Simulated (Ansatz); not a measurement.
## KMgF₃ under pressure: fit and missing row

KMgF₃, Pm-3m, a = 4.054 Å. The structure is a Materials Project entry; whether it is the stable form wasn't checked. Ansatz: PBE, PAW, 420 eV, Γ-centred 6×6×6 mesh on 5 atoms, Gaussian smearing 0.02 eV; no spin polarisation. Cell and atoms are relaxed at each pressure, and no other structure is tried, so the rows at high pressure may lie past a change of phase.

| V (Å³/atom) | P (GPa) |
| --- | --- |
| 9.074 | 59.99 |
| 10.316 | 30.00 |
| 11.363 | 15.05 |
| 12.088 | 8.03 |
| ? | 2.93 |
| 13.324 | 0.02 |
| 14.014 | -2.98 |

Take V0 = 13.324 Å³/atom, count pressures from its P0 = 0.02 GPa, fit the third-order Birch–Murnaghan form to the other rows, and predict the missing volume.

With the Eulerian strain f = ½[(V0/V)^(2/3) − 1] and y = (P − P0)/[3f(1 + 2f)^(5/2)], the form is the line y = B0 + 1.5 B0 (B0′ − 4) f. Rows (f, y): 0.14594, 72.2; 0.09300, 70.1; 0.05599, 68.6; 0.03353, 67.7; -0.01655, 65.7. Means f = 0.06238, y = 68.860; Σ(Δf)² = 0.01502, ΣΔfΔy = 0.6016; the slope is their ratio. y = 66.36 + 40.05 f GPa, so B0 = 66.4 GPa and B0′ = 4 + 2 × (40.05)/(3 × 66.36) = 4.40. P = 2.93 GPa is met at f = 0.01356 (y = 66.90), so V = V0 (1 + 2f)^(−3/2) = 12.800 Å³/atom. The run gave 12.800 Å³/atom, the same to the digits shown.

Symmetry holds off the tilts and polar distortions that many cubic perovskites undergo.